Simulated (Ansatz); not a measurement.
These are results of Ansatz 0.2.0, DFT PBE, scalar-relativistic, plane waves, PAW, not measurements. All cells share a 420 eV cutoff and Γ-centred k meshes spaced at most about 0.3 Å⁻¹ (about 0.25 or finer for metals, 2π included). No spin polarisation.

Temperature and zero-point effects are left out.

Two forms of CsH2 were relaxed alike.

1.

```cif
data_structure
_symmetry_space_group_name_H-M 'I4/mmm'
_symmetry_Int_Tables_number 139
_cell_length_a 5.2923
_cell_length_b 5.2923
_cell_length_c 9.1864
_cell_angle_alpha 90.000
_cell_angle_beta 90.000
_cell_angle_gamma 90.000
_cell_volume 257.29
loop_
_atom_site_label
_atom_site_type_symbol
_atom_site_symmetry_multiplicity
_atom_site_Wyckoff_symbol
_atom_site_fract_x
_atom_site_fract_y
_atom_site_fract_z
_atom_site_occupancy
Cs1 Cs 2 a 0.00000 0.00000 0.00000 1
H1 H 4 e 0.50000 0.50000 0.04156 1
```

2.

```cif
data_structure
_symmetry_space_group_name_H-M 'Immm'
_symmetry_Int_Tables_number 71
_cell_length_a 5.3368
_cell_length_b 6.9715
_cell_length_c 8.2862
_cell_angle_alpha 90.000
_cell_angle_beta 90.000
_cell_angle_gamma 90.000
_cell_volume 308.29
loop_
_atom_site_label
_atom_site_type_symbol
_atom_site_symmetry_multiplicity
_atom_site_Wyckoff_symbol
_atom_site_fract_x
_atom_site_fract_y
_atom_site_fract_z
_atom_site_occupancy
Cs1 Cs 2 a 0.00000 0.00000 0.00000 1
H1 H 4 j 0.50000 0.00000 0.45422 1
```

Question: Which form is favoured at zero pressure, and by what margin per atom?

Answer: They are level within the accuracy (2 meV/atom apart, with cell 2 the lower in these runs). Cell 1 has the CaC2 type, space group I4/mmm (No. 139), 42.9 Å³/atom and no gap on its mesh; cell 2 has space group Immm (No. 71), 51.4 Å³/atom and no gap. Counting H atoms around Cs (those within 1.25 times the shortest such distance or 1.15 times the sum of covalent radii; a plus sign parts nearer from farther groups), cell 1 has Cs 8+2 and cell 2 has Cs 4. Cell 1 and cell 2 both hold H–H pairs as short as in free H₂ molecules. Even the lower one lies +0.07 eV/atom against the reference forms of the elements (uncorrected), a margin that errors in the energy of the gaseous reference can exceed. In cell 1, around Cs lie 8 H at 3.76 Å and 2 H at 4.21 Å; H is surrounded by 1 H at 0.76 Å, 4 Cs at 3.76 Å and 1 Cs at 4.21 Å. In cell 2, Cs has 4 H at 3.51 Å; H has 1 H at 0.76 Å and 2 Cs at 3.51 Å. Both come from invented guesses. The lowest form computed isn't among them: it has space group P-1 (No. 2), 39.0 Å³/atom and lies 50 meV/atom below the best shown.

The k mesh leaves some 4 meV/atom of noise in the energy of each metallic cell. With hydrogen, zero-point motion can shift such differences by 10 meV/atom or more. Cells relaxed within their symmetry can be saddle points. Some structure types and database cells were kept out of the candidates from the start, so a known form may be missing.
